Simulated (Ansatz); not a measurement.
**LaAlO3, response to strain**

The parent structure is LaAlO$_{3}$ (space group R-3c, No. 167; a = 5.3529 Å, c = 13.0480 Å (hexagonal axes)). Axes: x lies along a and z along c of the hexagonal cell.

Strains are applied to the cell and any free atomic positions relax; under biaxial strain the out-of-plane vector relaxes too.

Computed with PBEsol, PAW, 420 eV (Ansatz, a program for electronic structure; no SOC), earlier PAW set.

Notes on the quantities. pressure: mean of the normal stresses, compression positive; energy relative to the base: free energy F.

```tsv
case	band gap	volume per atom	pressure	space group	energy relative to the base
base	3.94 eV	10.79 Å³	0.00 GPa	R-3c (No. 167)	0 meV/atom
biaxial strain −0.81 %, plane normal [001], relaxed out of plane	3.88 eV	10.66 Å³	2.43 GPa	R-3c (No. 167)	+2.0 meV/atom
biaxial strain +2.65 %, plane normal [001], relaxed out of plane	3.93 eV	11.24 Å³	-7.03 GPa	R-3c (No. 167)	+20 meV/atom
isotropic strain −3.97 %	3.59 eV	9.56 Å³	30.80 GPa	R-3c (No. 167)	+107 meV/atom
isotropic strain +0.34 %	3.95 eV	10.90 Å³	-1.94 GPa	R-3c (No. 167)	+0.7 meV/atom
isotropic strain +1.09 %	3.98 eV	11.15 Å³	-5.91 GPa	R-3c (No. 167)	+6.8 meV/atom
uniaxial strain ε_xx = +2.33 %	(withheld)	11.04 Å³	(withheld)	C2/c (No. 15)	(withheld)
```

**Question.** Some entries are withheld; estimate them.

**Answer.** 
- uniaxial strain ε_xx = +2.33 %, band gap: 3.71 eV
- uniaxial strain ε_xx = +2.33 %, pressure: -4.23 GPa
- uniaxial strain ε_xx = +2.33 %, energy relative to the base: +6.1 meV/atom

Gaps are Kohn–Sham eigenvalue differences; semilocal functionals usually give less than the measured gap. Stability against distortions was not tested.
